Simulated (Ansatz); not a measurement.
Be, DFT, PBE, all-electron PAW with datasets made for the crystal, scalar-relativistic (Ansatz 0.2.0), run on 1 thread of Arm Neoverse V1 on a shared host.

The cell is the one relaxed in the Materials Project (mp-1008501), not relaxed further here; entries there can be hypothetical. The listed cell was then made from it by scaling, straining or moving an atom.

Command: `ansatz run input.yaml --threads 1 --pin off --max-ram 6144MiB --backend cpu --events-out ev --progress --plain --runs-dir out`

```yaml
crystal:
  lattice:
    - [3.7716280609, 0.0, 0.0]
    - [0.0, 3.7716280609, 0.0]
    - [0.0, 0.0, 2.2963882549]
  atoms:
    - { symbol: Be, position: [0.297408, 0.297408, 0.0] }
    - { symbol: Be, position: [0.702592, 0.702592, 0.0] }
    - { symbol: Be, position: [0.202592, 0.797408, 0.5] }
    - { symbol: Be, position: [0.797408, 0.202592, 0.5] }
kpoints:
  mp_grid: { grid: [9, 9, 14] }
scf:
  occupations: { method: fermi_dirac, width: 0.05 }
hamiltonian:
  xc: pbe
  pseudopotentials: { kind: all_electron, datasets: crystal }
output:
  forces: true
  stress: true
  eigenvalues: true
  efg: { contact_densities: true }
```

**Question.** How large is the problem that the program sets up?

**Answer.** 120 irreducible k-points, 265 plane waves at Γ, 9 bands.

**Question.** About how long does it take, and how much memory does it use?

**Answer.** 5 s of wall time for 5 SCF iterations, with a peak of 0.31 GiB. Times on shared machines scatter by tens of per cent.

**Question.** And the same cell and mesh by frozen-core PAW, asked for forces, stress, eigenvalues, efg, write_density, write_potential, elf, on the same hardware?

**Answer.** 3.1 s, peak memory 0.31 GiB.
